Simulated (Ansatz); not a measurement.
Structure relaxation of Si

Method: DFT PBE, scalar-relativistic, plane waves, PAW in Ansatz. Cutoff 420 eV, Γ-centred k mesh, Gaussian smearing, no spin polarisation in the final step.

This is the end of a relaxation of cell and atoms.

```
Si
1.0
     1.92601   -5.37597    0.00000
     1.92601    5.37597    0.00000
     0.00000    0.00000   12.75059
Si
12
Direct
  0.75719 0.24281 0.44532
  0.24281 0.75719 0.55468
  0.75719 0.24281 0.05468
  0.24281 0.75719 0.94532
  0.42870 0.57130 0.65723
  0.57130 0.42870 0.34277
  0.42870 0.57130 0.84277
  0.57130 0.42870 0.15723
  0.97146 0.02854 0.40950
  0.02854 0.97146 0.59050
  0.97146 0.02854 0.09050
  0.02854 0.97146 0.90950
```

Energies count from the standard state of Si at the same level.

**Question.** What space group does it have?

**Answer.** Cmcm (No. 63). Conventional cell: a = 3.852 Å, b = 10.752 Å, c = 12.751 Å. Si on Wyckoff site f (4 atoms of the primitive cell) is coordinated by 4 Si at 2.35–2.39 Å; Si on Wyckoff site f (4 atoms of the primitive cell) is coordinated by 4 Si at 2.36–2.39 Å; around Si on Wyckoff site f (4 atoms of the primitive cell) lie 4 Si at 2.35–2.39 Å.

**Question.** How far above the standard state of Si does it lie?

**Answer.** 0.089 eV/atom.

**Question.** Is it a metal?

**Answer.** No, the gap on the 10×10×4 mesh is 0.51 eV.

The final run used a 10×10×4 mesh on its 12-atom cell and 0.02 eV smearing.

This form isn't the element's structure at ambient conditions.